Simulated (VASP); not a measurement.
Set up this calculation in VASP 6.6.1, as the native input.

- Task: relaxation of cell and atoms
- Functional: optB88-vdW
- Potentials or basis: VASP PAW PBE potentials, release 64 (Sn_d, O)
- Cutoff: 520 eV
- k mesh: 8 × 8 × 6
- Occupations: gaussian, width 0.02 eV
- Spin: no spin polarisation
- Further INCAR settings: ALGO = Normal; EDIFF = 1e-06; IBRION = 2; EDIFFG = -0.003; NSW = 60; ISIF = 3

The structure of SnO lies in POSCAR:

```
SnO
1.0
    3.8020000000      0.0000000000      0.0000000000
    0.0000000000      3.8020000000      0.0000000000
    0.0000000000      0.0000000000      4.8360000000
Sn O
2 2
Direct
    0.0000000000      0.5000000000      0.2385000000
    0.5000000000      0.0000000000      0.7615000000
    0.0000000000      0.0000000000      0.0000000000
    0.5000000000      0.5000000000      0.0000000000
```

One way to write it, as run:

INCAR

```
PREC = Accurate
ENCUT = 520
EDIFF = 1E-6
ISMEAR = 0
SIGMA = 0.02
LREAL = False
LASPH = True
NELM = 100
ALGO = Normal
ISIF = 3
LWAVE = False
LCHARG = False
GGA = BO
LUSE_VDW = True
AGGAC = 0.0
PARAM1 = 0.1833333333
PARAM2 = 0.22
IBRION = 2
NSW = 60
EDIFFG = -0.003
```

KPOINTS

```
Automatic mesh
0
Gamma
  8 8 6
```

Potentials or basis: VASP PAW PBE potentials, release 64 (Sn_d, O).

The run is started by

```bash
$ cat potpaw_PBE.64/Sn_d/POTCAR potpaw_PBE.64/O/POTCAR > POTCAR
$ mpirun -np 1 vasp_std > vasp.out
```

It gave:

| Property | Result |
| --- | --- |
| Relaxed volume | 18.26 Å³/atom |
| Relaxed cell | a = 3.859 Å, b = 3.859 Å, c = 4.904 Å, α = 90.00°, β = 90.00°, γ = 90.00° |
| Space group after relaxing (to 0.05 Å) | P4/nmm (No. 129) |
| Energy gained by relaxing | 8.2 meV/atom |
| Ionic steps | 18 |
| Pressure after relaxing | 0.0 GPa |
| Band gap on the k mesh | 0.39 eV, indirect (least direct gap 2.13 eV) |

Caveat: the PAW data sets were made with another functional, which shifts forces and pressure a little; spin-orbit coupling is left out, which moves the levels of the heavy elements.

Run time: 8.3 min on 1 thread of Intel(R) Xeon(R) 6975P-C (Granite Rapids), with other jobs on the host, peak memory 0.42 GiB.
